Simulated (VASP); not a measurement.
Input of a VASP 6.6.1 run:

The input INCAR:

```
ALGO = Normal
EDIFF = 1E-6
ENCUT = 520
GGA = PS
ISIF = 2
ISMEAR = 0
LASPH = T
LCHARG = F
LREAL = F
LWAVE = F
NELM = 100
PREC = Accurate
SIGMA = 0.02
```

KPOINTS

```
k-points
0
Gamma
  8 8 6
```

File POSCAR:

```
Se
1.0
    4.3662000000      0.0000000000      0.0000000000
   -2.1831000000      3.7812401180      0.0000000000
    0.0000000000      0.0000000000      4.9536000000
Se
3
Direct
    0.7746000000      0.7746000000      0.0000000000
    0.0000000000      0.2254000000      0.6666666667
    0.2254000000      0.0000000000      0.3333333333
```

The input KPOINTS_OPT:

```
path GMKGALHA,LM,KH
15
line-mode
reciprocal
 0.0000000000  0.0000000000  0.0000000000  G
 0.5000000000  0.0000000000  0.0000000000  M

 0.5000000000  0.0000000000  0.0000000000  M
 0.3333333333  0.3333333333  0.0000000000  K

 0.3333333333  0.3333333333  0.0000000000  K
 0.0000000000  0.0000000000  0.0000000000  G

 0.0000000000  0.0000000000  0.0000000000  G
 0.0000000000  0.0000000000  0.5000000000  A

 0.0000000000  0.0000000000  0.5000000000  A
 0.5000000000  0.0000000000  0.5000000000  L

 0.5000000000  0.0000000000  0.5000000000  L
 0.3333333333  0.3333333333  0.5000000000  H

 0.3333333333  0.3333333333  0.5000000000  H
 0.0000000000  0.0000000000  0.5000000000  A

 0.5000000000  0.0000000000  0.5000000000  L
 0.5000000000  0.0000000000  0.0000000000  M

 0.3333333333  0.3333333333  0.0000000000  K
 0.3333333333  0.3333333333  0.5000000000  H
```

Potentials or basis: VASP PAW PBE potentials, release 64 (Se).

Launch:

```console
$ cat potpaw_PBE.64/Se/POTCAR > POTCAR
$ mpirun -np 1 vasp_std > vasp.out
```

Question: Estimate the largest force.

Answer: 0.334 eV/Å.

Question: Predict the band gap along the path.

Answer: 0.96 eV, indirect (least direct gap 1.15 eV).

Question: Estimate the pressure.

Answer: 0.4 GPa.

Question: What does it give for the band gap on the k mesh?

Answer: 1.11 eV, indirect (least direct gap 1.19 eV).

Levels at the corners of the path, in eV from the valence-band top:
| point | band 6 | band 7 | band 8 | band 9 | band 10 | band 11 | band 12 | band 13 |
| --- | --- | --- | --- | --- | --- | --- | --- | --- |
| Γ | -3.80 | -2.08 | -2.08 | -0.42 | 1.83 | 1.83 | 2.12 | 5.95 |
| M | -3.48 | -2.95 | -1.81 | -1.02 | 1.87 | 2.28 | 4.09 | 5.11 |
| M | -3.48 | -2.95 | -1.81 | -1.02 | 1.87 | 2.28 | 4.09 | 5.11 |
| K | -2.87 | -2.87 | -2.72 | -1.66 | 3.02 | 3.02 | 3.70 | 5.71 |
| K | -2.87 | -2.87 | -2.72 | -1.66 | 3.02 | 3.02 | 3.70 | 5.71 |
| Γ | -3.80 | -2.08 | -2.08 | -0.42 | 1.83 | 1.83 | 2.12 | 5.96 |
| Γ | -3.80 | -2.08 | -2.08 | -0.42 | 1.83 | 1.83 | 2.12 | 5.96 |
| A | -3.41 | -1.58 | -1.58 | -1.14 | 1.13 | 1.13 | 1.23 | 6.14 |
| A | -3.41 | -1.58 | -1.58 | -1.14 | 1.13 | 1.13 | 1.23 | 6.14 |
| L | -4.29 | -1.97 | -1.41 | 0.00 | 1.60 | 2.67 | 2.93 | 6.12 |
| L | -4.29 | -1.97 | -1.41 | 0.00 | 1.60 | 2.67 | 2.93 | 6.12 |
| H | -5.00 | -1.01 | -0.22 | -0.22 | 0.96 | 2.68 | 2.68 | 6.48 |
| H | -5.00 | -1.01 | -0.22 | -0.22 | 0.96 | 2.68 | 2.68 | 6.48 |
| A | -3.41 | -1.58 | -1.58 | -1.14 | 1.13 | 1.13 | 1.23 | 6.14 |
| L | -4.29 | -1.97 | -1.41 | 0.00 | 1.60 | 2.67 | 2.93 | 6.12 |
| M | -3.48 | -2.95 | -1.81 | -1.02 | 1.87 | 2.28 | 4.09 | 5.11 |
| K | -2.87 | -2.87 | -2.72 | -1.66 | 3.02 | 3.02 | 3.70 | 5.71 |
| H | -5.00 | -1.01 | -0.22 | -0.22 | 0.96 | 2.68 | 2.68 | 6.48 |

Caveat: the PAW data sets were made with another functional, which shifts forces and pressure a little; the mesh misses the band edges, which the band path finds closer together. PBEsol gaps usually lie below the measured ones, often by a third to a half.
